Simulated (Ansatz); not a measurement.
**Two Ansatz runs on CaS**

The cell is COD entry 1011236, as deposited and not checked against the literature; nothing was relaxed. It is an old determination, and later ones may differ. The listed cell was then made from it by scaling, straining or moving an atom.

First run: DFT, PBE, all-electron LAPW, scalar-relativistic (Ansatz 0.2.0).

Command: `ansatz run input.yaml --threads 1 --pin off --max-ram 2048MiB --backend cpu --events-out ev --progress --plain --runs-dir out` The run took 9.9 s on 1 thread of Intel(R) Xeon(R) 6975P-C (Granite Rapids) (shared host), peak memory 0.35 GiB.

```yaml
crystal:
  lattice:
    - [0.02843, 2.843, 2.843]
    - [2.843, 0.02843, 2.843]
    - [2.87143, 2.87143, 0.0]
  atoms:
    - { symbol: Ca, position: [0.0, 0.0, 0.0] }
    - { symbol: S, position: [0.5, 0.5, 0.5] }
kpoints:
  mp_grid: { grid: [7, 7, 7] }
scf:
  occupations: { method: fermi_dirac, width: 0.01 }
hamiltonian:
  xc: pbe
  pseudopotentials: { kind: all_electron, lapw: { basis_error: 0.00025 } }
output:
  forces: true
  stress: true
  eigenvalues: true
```

Result: converged; pressure 0.79 GPa; gap on the k mesh 2.36 eV (the mesh can miss the band edges); 7 SCF iterations.

The input is then changed:

```diff
@@ -8,5 +8,5 @@
     - { symbol: S, position: [0.5, 0.5, 0.5] }
 kpoints:
-  mp_grid: { grid: [7, 7, 7] }
+  mp_grid: { grid: [7, 7, 7], shift: [0.5, 0.5, 0.5] }
 scf:
   occupations: { method: fermi_dirac, width: 0.01 }
```

**Question.** What does the second run give?

**Answer.** It converged; energy at zero smearing -0.1 meV/atom from the first run; pressure 0.79 GPa; gap on the k mesh 2.53 eV (the mesh can miss the band edges); 7 SCF iterations.
